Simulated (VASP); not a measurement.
Input and output of a VASP PBE single-point calculation on BaTiO₃ (strained cubic perovskite)

INCAR

```
LWAVE = .FALSE.
ENCUT = 520
ISIF = 2
NBANDS = 28
LREAL = .FALSE.
NSW = 0
SIGMA = 0.02
ISMEAR = -1
GGA = PE
LCHARG = .FALSE.
IBRION = -1
EDIFF = 1E-7
NELM = 120
PREC = Accurate
LASPH = .TRUE.
```

KPOINTS

```
KPOINTS created by Atomic Simulation Environment
0
Gamma
6 6 6
0 0 0
```

KPOINTS_OPT

```
special points
4
Reciprocal
0.0000000000 0.0000000000 0.0000000000 1
0.0000000000 0.5000000000 0.0000000000 1
0.5000000000 0.5000000000 0.0000000000 1
0.5000000000 0.5000000000 0.5000000000 1
```

POSCAR

```
Ba Ti O
 1.0000000000000000
     4.0739784508000003    0.0000000000000000    0.0000000000000000
     0.0000000000000000    4.0739784508000003    0.0000000000000000
     0.0000000000000000    0.0000000000000000    4.0739784508000003
 Ba  Ti  O
   1   1   3
Cartesian
  0.0000000000000000  0.0000000000000000  0.0000000000000000
  2.0369892254000002  2.0369892254000002  2.0369892254000002
  2.0369892254000002  2.0369892254000002  0.0000000000000000
  2.0369892254000002  0.0000000000000000  2.0369892254000002
  0.0000000000000000  2.0369892254000002  2.0369892254000002
```

VASP ran with the recommended PBE PAW datasets (40 valence electrons in the cell).

Command

```
mpirun -np 1 vasp_std
```

OSZICAR

```
N       E                     dE             d eps       ncg     rms          rms(c)
DAV:   1     0.427062186246E+03    0.42706E+03   -0.20893E+04  1120   0.153E+03
DAV:   2    -0.573388889856E+01   -0.43280E+03   -0.41300E+03  1252   0.420E+02
DAV:   3    -0.490544252662E+02   -0.43321E+02   -0.42955E+02  1560   0.133E+02
DAV:   4    -0.511438613569E+02   -0.20894E+01   -0.20852E+01  1708   0.248E+01
DAV:   5    -0.512082846072E+02   -0.64423E-01   -0.64411E-01  1500   0.312E+00    0.219E+01
DAV:   6    -0.403196824010E+02    0.10889E+02   -0.59311E+01  1584   0.636E+01    0.101E+01
DAV:   7    -0.401905195368E+02    0.12916E+00   -0.11112E+01  1504   0.239E+01    0.624E+00
DAV:   8    -0.399942649862E+02    0.19625E+00   -0.57932E-01  1368   0.609E+00    0.376E+00
DAV:   9    -0.400148297819E+02   -0.20565E-01   -0.65561E-01  1568   0.713E+00    0.219E+00
DAV:  10    -0.399642887095E+02    0.50541E-01   -0.29119E-01  1364   0.485E+00    0.615E-01
DAV:  11    -0.399589750632E+02    0.53136E-02   -0.35315E-02  1284   0.116E+00    0.344E-01
DAV:  12    -0.399584013493E+02    0.57371E-03   -0.82700E-03  1336   0.849E-01    0.152E-01
DAV:  13    -0.399580608780E+02    0.34047E-03   -0.90889E-04  1384   0.280E-01    0.580E-02
DAV:  14    -0.399580173832E+02    0.43495E-04   -0.10937E-04  1680   0.922E-02    0.119E-02
DAV:  15    -0.399580180711E+02   -0.68793E-06   -0.11942E-05  1480   0.258E-02    0.368E-03
DAV:  16    -0.399580185851E+02   -0.51394E-06   -0.18884E-06  1556   0.118E-02    0.539E-03
DAV:  17    -0.399580184065E+02    0.17855E-06   -0.18153E-07  1032   0.381E-03    0.445E-03
DAV:  18    -0.399580180114E+02    0.39518E-06   -0.82553E-07  1420   0.644E-03    0.152E-03
DAV:  19    -0.399580180307E+02   -0.19309E-07   -0.46799E-08   704   0.169E-03
   1 F= -.39958018E+02 E0= -.39958018E+02  d E =-.200660E-10
       N       E                     dE             ncg
DAV:   1     0.163158874046E+04   -0.37894E+04      224
DAV:   2     0.864491002778E+01   -0.16229E+04      236
DAV:   3    -0.184814523841E+03   -0.19346E+03      336
DAV:   4    -0.193269280685E+03   -0.84548E+01      292
DAV:   5    -0.193593803118E+03   -0.32452E+00      316
DAV:   6    -0.193596617259E+03   -0.28141E-02      272
DAV:   7    -0.193596675968E+03   -0.58710E-04      312
DAV:   8    -0.193596677109E+03   -0.11410E-05      284
DAV:   9    -0.193596677125E+03   -0.16107E-07      188
```

From OUTCAR

```
k-points           NKPTS =     20   k-points in BZ     NKDIM =     20   number of bands    NBANDS=     28

   NELECT =      40.0000    total number of electrons

   dimension x,y,z NGX =    30 NGY =   30 NGZ =   30
   dimension x,y,z NGXF=    60 NGYF=   60 NGZF=   60

  energy-cutoff  :      520.00
  volume of cell :       67.62
      direct lattice vectors                 reciprocal lattice vectors
     4.073978451  0.000000000  0.000000000     0.245460307  0.000000000  0.000000000
     0.000000000  4.073978451  0.000000000     0.000000000  0.245460307  0.000000000
     0.000000000  0.000000000  4.073978451     0.000000000  0.000000000  0.245460307

 k-points in reciprocal lattice and weights: KPOINTS created by Atomic Simulation Env
   0.00000000  0.00000000  0.00000000       0.005
   0.16666667  0.00000000  0.00000000       0.028
   0.33333333  0.00000000  0.00000000       0.028
   0.50000000  0.00000000  0.00000000       0.014
   0.16666667  0.16666667  0.00000000       0.056
   0.33333333  0.16666667  0.00000000       0.111
   0.50000000  0.16666667  0.00000000       0.056
   0.33333333  0.33333333  0.00000000       0.056
   ...

 E-fermi :   3.8501

 k-point     1 :       0.0000    0.0000    0.0000
  band No.  band energies     occupation
      1     -53.4236      2.00000
      2     -29.6080      2.00000
      3     -29.6080      2.00000
      4     -29.6080      2.00000
      5     -21.5135      2.00000
      6     -13.3333      2.00000
      7     -12.6536      2.00000
      8     -12.6536      2.00000
      9      -6.6761      2.00000
     10      -6.6761      2.00000
     11      -6.6761      2.00000
     12       1.1175      2.00000
     13       1.1175      2.00000
     14       1.1175      2.00000
     15       2.4239      2.00000
     16       2.4239      2.00000
     17       2.4239      2.00000
     18       3.2433      2.00000
     19       3.2433      2.00000
     20       3.2433      2.00000
     21       5.0709      0.00000
     22       5.0709      0.00000
     23       5.0709      0.00000
     24       6.9825      0.00000
     25       6.9825      0.00000
     26       8.4249      0.00000
     27       8.4249      0.00000
     28      10.2506      0.00000

 k-point     2 :       0.1667    0.0000    0.0000
  band No.  band energies     occupation
      1     -53.4234      2.00000
      2     -29.6180      2.00000
      3     -29.6077      2.00000
      4     -29.6077      2.00000
      5     -21.4916      2.00000
      6     -13.3390      2.00000
      7     -12.6458      2.00000
      8     -12.6376      2.00000
      9      -6.6426      2.00000
     10      -6.6426      2.00000
     11      -6.5935      2.00000
     12       0.7207      2.00000
     13       1.0579      2.00000
     14       1.0579      2.00000
     15       2.1488      2.00000
     16       2.1488      2.00000
     17       2.2076      2.00000
     18       2.6476      2.00000
     19       3.0736      2.00000
     20       3.0736      2.00000
     21       5.1041      0.00000
     22       5.5493      0.00000
     23       5.5493      0.00000
     24       6.9838      0.00000
     25       7.6301      0.00000
     26       8.8879      0.00000
     27       8.9220      0.00000
     28      10.8897      0.00000

 k-point     3 :       0.3333    0.0000    0.0000
  band No.  band energies     occupation
      1     -53.4230      2.00000
      2     -29.6378      2.00000
      3     -29.6069      2.00000
      4     -29.6069      2.00000
      5     -21.4471      2.00000
      6     -13.4164      2.00000
      7     -12.6303      2.00000
      8     -12.5248      2.00000
      9      -6.5733      2.00000
     10      -6.5733      2.00000
     11      -6.4314      2.00000
     12      -0.0470      2.00000
     13       0.8806      2.00000
     14       0.8806      2.00000
     15       1.7857      2.00000
     16       1.7857      2.00000
     17       1.8327      2.00000
     18       1.8488      2.00000
     19       2.8267      2.00000
     20       2.8267      2.00000
     21       5.1724      0.00000
     22       6.3158      0.00000
     23       6.3158      0.00000
     24       6.9863      0.00000
     25       8.5190      0.00000
     26       9.8224      0.00000
     27      10.0589      0.00000
     28      11.4818      0.00000

 k-point     4 :       0.5000    0.0000    0.0000
  band No.  band energies     occupation
      1     -53.4228      2.00000
      2     -29.6477      2.00000
      3     -29.6066      2.00000
      4     -29.6066      2.00000
      5     -21.4245      2.00000
      6     -13.4759      2.00000
      7     -12.6228      2.00000
      8     -12.4401      2.00000
      9      -6.5375      2.00000
     10      -6.5375      2.00000
     11      -6.3518      2.00000
     12      -0.4157      2.00000
     13       0.7625      2.00000
     14       0.7625      2.00000
     15       1.5414      2.00000
     16       1.6664      2.00000
     17       1.6720      2.00000
     18       1.6720      2.00000
     19       2.7224      2.00000
     20       2.7224      2.00000
     21       5.2077      0.00000
     22       6.6572      0.00000
     23       6.6572      0.00000
     24       6.9876      0.00000
     25       8.8631      0.00000
     26      10.3126      0.00000
     27      10.7394      0.00000
     28      11.4114      0.00000

 k-point     5 :       0.1667    0.1667    0.0000
  band No.  band energies     occupation
      1     -53.4232      2.00000
      2     -29.6178      2.00000
      3     -29.6174      2.00000
      4     -29.6073      2.00000
      5     -21.4714      2.00000
      6     -13.3127      2.00000
      7     -12.6489      2.00000
      8     -12.6265      2.00000
      9      -6.6855      2.00000
     10      -6.6077      2.00000
     11      -6.4988      2.00000
     12       0.5104      2.00000
     13       0.8387      2.00000
     14       1.0260      2.00000
     15       1.5859      2.00000
     16       1.9081      2.00000
     17       2.3362      2.00000
     18       2.4457      2.00000
     19       2.8543      2.00000
     20       2.9325      2.00000
     21       5.5154      0.00000
     22       5.6199      0.00000
     23       5.7931      0.00000
     24       7.2944      0.00000
     25       8.0040      0.00000
     26       9.2658      0.00000
     27       9.4077      0.00000
     28      11.1813      0.00000

 k-point     6 :       0.3333    0.1667    0.0000
  band No.  band energies     occupation
      1     -53.4228      2.00000
      2     -29.6373      2.00000
      3     -29.6167      2.00000
      4     -29.6066      2.00000
      5     -21.4304      2.00000
      6     -13.3286      2.00000
      7     -12.6230      2.00000
      8     -12.5554      2.00000
      9      -6.6471      2.00000
     10      -6.5355      2.00000
     11      -6.4398      2.00000
     12      -0.1162      2.00000
     13       0.6161      2.00000
     14       0.8974      2.00000
     15       0.9480      2.00000
     16       1.5711      2.00000
     17       1.9552      2.00000
     18       2.4044      2.00000
     19       2.5414      2.00000
     20       2.7585      2.00000
     21       5.6060      0.00000
     22       6.3231      0.00000
     23       6.3802      0.00000
     24       7.3854      0.00000
     25       8.8642      0.00000
     26      10.0791      0.00000
     27      10.5423      0.00000
     28      11.8767      0.00000

 k-point     7 :       0.5000    0.1667    0.0000
  band No.  band energies     occupation
      1     -53.4227      2.00000
      2     -29.6471      2.00000
      3     -29.6163      2.00000
      4     -29.6062      2.00000
      5     -21.4096      2.00000
      6     -13.3647      2.00000
      7     -12.6084      2.00000
      8     -12.4868      2.00000
      9      -6.5909      2.00000
     10      -6.4981      2.00000
     11      -6.4504      2.00000
     12      -0.4587      2.00000
     13       0.6050      2.00000
     14       0.6132      2.00000
     15       0.7904      2.00000
     16       1.4747      2.00000
     17       1.8664      2.00000
     18       2.4085      2.00000
     19       2.4104      2.00000
     20       2.5903      2.00000
     21       5.6310      0.00000
     22       6.6576      0.00000
     23       6.6971      0.00000
     24       7.3928      0.00000
     25       9.2178      0.00000
     26      10.5634      0.00000
     27      11.2279      0.00000
     28      11.7825      0.00000

 ...

  Total       -1.9228457     -1.9228457     -1.9228457      0.0000000      0.0000000     -0.0000000
  in kB      -45.5615857    -45.5615857    -45.5615857      0.0000000      0.0000000     -0.0000000
  external PRESSURE =     -45.5615857 kB  Pullay stress =       0.0000000 kB

 POSITION                                       TOTAL-FORCE (eV/Angst)
 -----------------------------------------------------------------------------------
      0.00000      0.00000      0.00000         0.000000      0.000000      0.000000
      2.03699      2.03699      2.03699         0.000000      0.000000      0.000000
      2.03699      2.03699      0.00000         0.000000      0.000000      0.000000
      2.03699      0.00000      2.03699         0.000000      0.000000      0.000000
      0.00000      2.03699      2.03699         0.000000      0.000000      0.000000
 -----------------------------------------------------------------------------------
    total drift:                                0.000000      0.000000     -0.000000

  FREE ENERGIE OF THE ION-ELECTRON SYSTEM (eV)
  ---------------------------------------------------
  free  energy   TOTEN  =       -39.9580180307 eV

  energy  without entropy=      -39.9580180306  energy(sigma->0) =      -39.95801803
```

| Property | Result |
| --- | --- |
| gap between bands v and c | 1.64 eV |
| least direct gap | 1.83 eV |
| pressure | -4.6 GPa |

Band v is the last that the valence electrons fill when counted band by band, and c is the next.

The run took about 42 s on one core of a shared host (Intel Xeon Platinum 8488C) and held 0.21 GiB at most.
